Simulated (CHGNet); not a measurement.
L1₀ (CuAu-type) CoPt

Calculation: the machine-learned potential CHGNet 0.3.0 (trained on PBE and PBE+U data).

Cell (relaxed at this level):

CoPt is modelled in the tetragonal space group P4/mmm (No. 123), Pearson symbol tP2. Conventional cell: a = 2.700 Å, b = 2.700 Å, c = 3.673 Å, α = 90.00°, β = 90.00°, γ = 90.00°. Co on 1a is coordinated by 8 Pt at 2.649 Å and 4 Co at 2.700 Å (cuboctahedral). Pt on 1d sees 8 Co at 2.649 Å and 4 Pt at 2.700 Å (cuboctahedral). (Neighbours: up to the widest gap in distance over summed covalent radii, below 1.35, at either atom.)

For L1₀ (CuAu-type) CoPt, the lattice constant a is 2.700 Å and the c axis length comes out as 3.673 Å.

Measured, for comparison: lattice constant a 2.694 Å (temperature not stated, not corrected to a static lattice, P4/mmm two-atom cell, a_fct/√2; as tabulated in Karoui et al. (2013), arXiv:1204.5845); lattice parameter c 3.707 Å (temperature not stated, not corrected to a static lattice; as tabulated in Karoui et al. (2013), arXiv:1204.5845). Computed (rounded) less measured: lattice constant a +0.2 %, lattice parameter c -0.9 %. A static lattice is as a rule a little smaller and stiffer than an uncorrected measurement, which can account for part of this.

A machine-learned potential is trained on density-functional data: it inherits that level's misses and adds fitting errors of its own.

Note: the model gives imaginary modes for this phase (in the spectrum interpolated from a supercell).
